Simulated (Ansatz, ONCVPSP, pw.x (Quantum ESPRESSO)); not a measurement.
**Equation-of-state test of one ONCV potential (Ba (Z = 56))**

```
Element                 : Ba
Generator               : ONCVPSP 4.0.1.1 (patched build)
Type                    : optimised norm-conserving Vanderbilt (ONCV)
Functional              : PBE
Relativity              : scalar-relativistic
Frozen core             : [Kr] 4d10
Valence charge          : 10
Reference configuration : 5s2 5p6 6s2
Partial waves           : 5s+6s: rc 2.55 bohr, ncon 4, nbas 7, qcut 4.7 1/bohr, 2 projectors; 5p: rc 2.85 bohr, ncon 4, nbas 8, qcut 3.9 1/bohr, 2 projectors, debl 1.8 Ha; d scattering state at 0.03 Ha: rc 2.75 bohr, ncon 5, nbas 8, qcut 3.5 1/bohr, 1 projector
Local potential         : polynomial inside 2.10 bohr (lpopt 3, dvloc0 4 Ha)
Core correction         : Teter function, fcfact 2.25, rcfact 1.05
```

In the d channel the program set the typed energies aside and used 0.050 Ha.

Atomic tests: cutoffs needed: 7.7 Ha and 9.2 Ha (the cutoffs (Ha) at which the residual kinetic energy of the hardest occupied pseudo-wave falls to 1 and 0.1 mHa per electron); ghost test: no bound ghost flagged; no localised positive-energy state flagged; largest excitation error: -44 meV (all-electron minus pseudo) for 5s2 5p5 6s2, out of 4 test configurations.

Crystal test: fcc Ba in pw.x 7.5, no spin, 9³ k-points, Fermi–Dirac smearing 0.01 Ry, cutoffs 50/200 Ry. The lattice is a test structure that the element need not adopt, and mesh and smearing are coarse.

pw.x input:

```
&control
  calculation='scf', prefix='x', pseudo_dir='./', outdir='./tmp', tstress=.true., disk_io='none'
/
&system
  ibrav=0, nat=1, ntyp=1, ecutwfc=50, ecutrho=200, nbnd=12,
  occupations='smearing', smearing='fd', degauss=0.01
/
&electrons
  conv_thr=1e-09, mixing_beta=0.4, electron_maxstep=70
/
ATOMIC_SPECIES
Ba 1.0 Ba.UPF
CELL_PARAMETERS angstrom
  0.00000000 3.18104023 3.18104023
  3.18104023 0.00000000 3.18104023
  3.18104023 3.18104023 0.00000000
ATOMIC_POSITIONS crystal
Ba 0.0000 0.0000 0.0000
K_POINTS automatic
9 9 9 0 0 0
```

```bash
pw.x < Ba.scf.in > Ba.scf.out
```

How does the run end?

It converges; the pressure is 0.03 GPa against 0.00 GPa from all-electron LAPW.  The log shows:

```
     charge density cutoff     =     200.0000  Ry
     scf convergence threshold =      1.0E-09
     Exchange-correlation= PBE
     number of k points=    35  Fermi-Dirac smearing, width (Ry)=  0.0100
     iteration #  1     ecut=    50.00 Ry     beta= 0.40
     total energy              =     -52.73990173 Ry
     estimated scf accuracy    <       0.00092563 Ry
     iteration #  2     ecut=    50.00 Ry     beta= 0.40
     total energy              =     -52.73995118 Ry
     estimated scf accuracy    <       0.00029962 Ry
     iteration #  3     ecut=    50.00 Ry     beta= 0.40
     total energy              =     -52.73996923 Ry
     estimated scf accuracy    <       0.00000813 Ry
     iteration #  4     ecut=    50.00 Ry     beta= 0.40
     total energy              =     -52.73997036 Ry
     estimated scf accuracy    <       0.00000019 Ry
     iteration #  5     ecut=    50.00 Ry     beta= 0.40
     total energy              =     -52.73997036 Ry
     estimated scf accuracy    <       0.00000040 Ry
     iteration #  6     ecut=    50.00 Ry     beta= 0.40
     total energy              =     -52.73997041 Ry
     estimated scf accuracy    <          2.2E-09 Ry
     iteration #  7     ecut=    50.00 Ry     beta= 0.40
     total energy              =     -52.73997041 Ry
     estimated scf accuracy    <          1.4E-09 Ry
     iteration #  8     ecut=    50.00 Ry     beta= 0.40
     the Fermi energy is     5.6329 ev
!    total energy              =     -52.73997041 Ry
     estimated scf accuracy    <          5.7E-12 Ry
     smearing contrib. (-TS)   =      -0.00779402 Ry
     The total energy is F=E-TS. E is the sum of the following terms:
     one-electron contribution =     -15.16807024 Ry
     hartree contribution      =       9.25232799 Ry
     xc contribution           =      -8.68103891 Ry
     ewald contribution        =     -38.13539522 Ry
     convergence has been achieved in   8 iterations
          total   stress  (Ry/bohr**3)                   (kbar)     P=        0.31
     Message from routine punch:
     Nothing written, as per user request (disk_io='none')
```
